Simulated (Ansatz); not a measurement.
# K (P6_3/mmc): electronic heat capacity and spin susceptibility from the density of states

Computed with Ansatz, DFT PBE+D3(BJ), scalar-relativistic, plane waves, PAW.

Settings: cutoff 420 eV, Γ-centred mesh 12×12×4 on the computed 4-atom cell, Gaussian smearing of 0.10 eV; no spin polarisation.

Relaxed cell: P6_3/mmc, a = 4.615 Å, b = 4.615 Å, c = 15.012 Å, α = 90.00°, β = 90.00°, γ = 120.00°, 4 atoms in the primitive cell. This form isn't the element's structure at ambient conditions.

The density of states at the Fermi level is 3.198 states/eV in the cell of 4 atoms (4 formula units; both spins, tetrahedra on a 18×18×6 mesh).

Question: What Sommerfeld coefficient and Pauli susceptibility does this give?

Answer: Per formula unit N(E_F) = 0.800 states/eV. γ = (π²/3) k_B² N(E_F) N_A = 2.357 mJ/(mol K²) per state/eV, so γ = 1.9 mJ/(mol K²), a mole of formula units. χ_P = μ_B² N(E_F) N_A = 3.23×10⁻⁵ emu/mol per state/eV gives 2.6×10⁻⁵ emu/mol. This is the bare band result: a measured γ of the same phase is as a rule larger by a factor 1 + λ from phonons and spin fluctuations, the spin part of χ is larger by the Stoner factor, and a measured χ also holds orbital and core terms. N(E_F) at one energy is sensitive to the mesh where the density of states has sharp peaks.

Cost: 1 run of about 1.7 core-minutes, on Arm Neoverse V2 (shared hosts).